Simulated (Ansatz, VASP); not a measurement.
Si in VASP and in Ansatz

```
Si
1.0
     3.81951    0.00000    0.00000
     0.00000    3.81951    0.00000
     0.00000    0.00000   18.05120
Si
4
Direct
  0.00000 0.50000 0.38779
  0.00000 0.00000 0.46260
  0.50000 0.00000 0.53994
  0.50000 0.50000 0.61295
```

Alike in both runs: functional LDA; k mesh 8 × 8 × 1; occupations gaussian, width 0.05 eV; no spin polarisation.

Ansatz relaxed the structure, and its values are those at the end. VASP's run is a single point on that final structure, the one shown.

|  | VASP | Ansatz |
| --- | --- | --- |
| version | VASP 6.6.1 | Ansatz 0.2.0 |
| potentials or method | VASP PAW LDA potentials, release 64 (Si) | scalar-relativistic, plane waves, PAW |
| plane-wave cutoff (eV) | 520 | 420 |
| valence electrons in the cell | 16 | 16 |

VASP gave:

| Item | Value |
| --- | --- |
| gap on the k mesh at the Fermi level (eV) | none |
| rms of the force components (eV/Å) | 0.083 |
| work function, face that differs most (eV) | 5.46 |

Question: What did Ansatz give for the same quantities?

Answer: gap on the k mesh at the Fermi level (eV): none; rms of the force components (eV/Å): 0.084; work function, face that differs most (eV): 5.45.

A gap of «none» marks a metal or a gap that the smearing closes. Ansatz warned: «pseudo_functional_mismatch».
